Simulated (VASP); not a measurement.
Method: PBE GGA, VASP's PBE PAW potentials (set 64) (plane waves; VASP 6.6.1).

VASP input:

POSCAR:
```
CsCl
1.0
  4.2024000000   0.0000000000   0.0000000000
  0.0000000000   4.2024000000   0.0000000000
  0.0000000000   0.0000000000   4.2024000000
Cs Cl
1 1
Cartesian
  0.0000000000   0.0000000000   0.0000000000
  2.1012000000   2.1012000000   2.1012000000
```

KPOINTS:
```
Automatic
0
G
 6 6 6
```

INCAR:
```
# general
SYSTEM   =  CsCl
PREC     =  Accurate
ENCUT    =  400
LREAL    =  F
LASPH    =  T

# electronic loop
EDIFF    =  1E-6
NELM     =  100
ALGO     =  Normal
LMAXMIX  =  4

# smearing
ISMEAR   =  0
SIGMA    =  0.05

# functional
GGA      =  PE

# ions
ISIF     =  2

# output
LWAVE    =  F
LCHARG   =  F
```

POTCAR, in this order: Cs_sv Cl (PBE.64 set). Program: vasp_std.

Output

File OUTCAR:
```
 ion  position               nearest neighbor table
   1  0.000  0.000  0.000-
   2  0.500  0.500  0.500-
  LATTYP: Found a simple cubic cell.
 ALAT       =     4.2024000000
 Subroutine PRICEL returns:
 Original cell was already a primitive cell.
 Subroutine GETGRP returns: Found 48 space group operations
The static configuration has the point symmetry O_h .
The dynamic configuration has the point symmetry O_h .
 Subroutine INISYM returns: Found 48 space group operations
 Subroutine IBZKPT returns following result:
 Found     20 irreducible k-points:

 Following reciprocal coordinates:
            Coordinates               Weight
  0.000000  0.000000  0.000000      1.000000
  0.166667  0.000000  0.000000      6.000000
  0.333333  0.000000  0.000000      6.000000
  0.500000  0.000000  0.000000      3.000000
  0.166667  0.166667  0.000000     12.000000
  0.333333  0.166667  0.000000     24.000000
  0.500000  0.166667  0.000000     12.000000
  0.333333  0.333333  0.000000     12.000000
  0.500000  0.333333  0.000000     12.000000
...
```

**OSZICAR**
```
       N       E                     dE             d eps       ncg     rms          rms(c)
DAV:   1     0.912455461490E+02    0.91246E+02   -0.59759E+03   480   0.930E+02
DAV:   2    -0.128617039099E+00   -0.91374E+02   -0.84853E+02   732   0.177E+02
DAV:   3    -0.690693840015E+01   -0.67783E+01   -0.67585E+01   604   0.548E+01
DAV:   4    -0.697601870799E+01   -0.69080E-01   -0.69058E-01   556   0.703E+00
DAV:   5    -0.697695752395E+01   -0.93882E-03   -0.93873E-03   604   0.813E-01    0.230E+00
DAV:   6    -0.658806335483E+01    0.38889E+00   -0.66401E-01   560   0.454E+00    0.176E+00
DAV:   7    -0.654004536265E+01    0.48018E-01   -0.20484E-01   644   0.248E+00    0.105E+00
DAV:   8    -0.654045333562E+01   -0.40797E-03   -0.15963E-02   556   0.955E-01    0.144E-01
DAV:   9    -0.654096172952E+01   -0.50839E-03   -0.42367E-03   624   0.408E-01    0.124E-01
DAV:  10    -0.654106652068E+01   -0.10479E-03   -0.38081E-04   568   0.152E-01    0.170E-02
DAV:  11    -0.654108222585E+01   -0.15705E-04   -0.34854E-05   624   0.420E-02    0.626E-03
DAV:  12    -0.654108198750E+01    0.23834E-06   -0.98678E-06   564   0.197E-02
   1 F= -.65410820E+01 E0= -.65410820E+01  d E =-.137669E-15
```

OUTCAR:
```
------------------------ aborting loop because EDIFF is reached ----------------------------------------
  FORCE on cell =-STRESS in cart. coord.  units (eV):
  Direction    XX          YY          ZZ          XY          YZ          ZX
  --------------------------------------------------------------------------------------
  Total        0.0196954      0.0196954      0.0196954     -0.0000000      0.0000000     -0.0000000
  in kB        0.4251895      0.4251895      0.4251895     -0.0000000      0.0000000     -0.0000000
  external PRESSURE =       0.4251895 kB  Pullay stress =       0.0000000 kB
  volume of cell :       74.22
      direct lattice vectors                 reciprocal lattice vectors
     4.202400000  0.000000000  0.000000000     0.237959261  0.000000000  0.000000000
     0.000000000  4.202400000  0.000000000     0.000000000  0.237959261  0.000000000
     0.000000000  0.000000000  4.202400000     0.000000000  0.000000000  0.237959261
 POSITION                                       TOTAL-FORCE (eV/Angst)
 -----------------------------------------------------------------------------------
      0.00000      0.00000      0.00000         0.000000      0.000000      0.000000
      2.10120      2.10120      2.10120         0.000000      0.000000      0.000000
 -----------------------------------------------------------------------------------
    total drift:                                0.000000      0.000000      0.000000
  FREE ENERGIE OF THE ION-ELECTRON SYSTEM (eV)
  ---------------------------------------------------
  free  energy   TOTEN  =        -6.5410819875 eV

  energy  without entropy=       -6.5410819875  energy(sigma->0) =       -6.54108199
```
(Selected blocks of OUTCAR.)

The compound is CsCl in the CsCl type structure. The cell was not relaxed at this level.
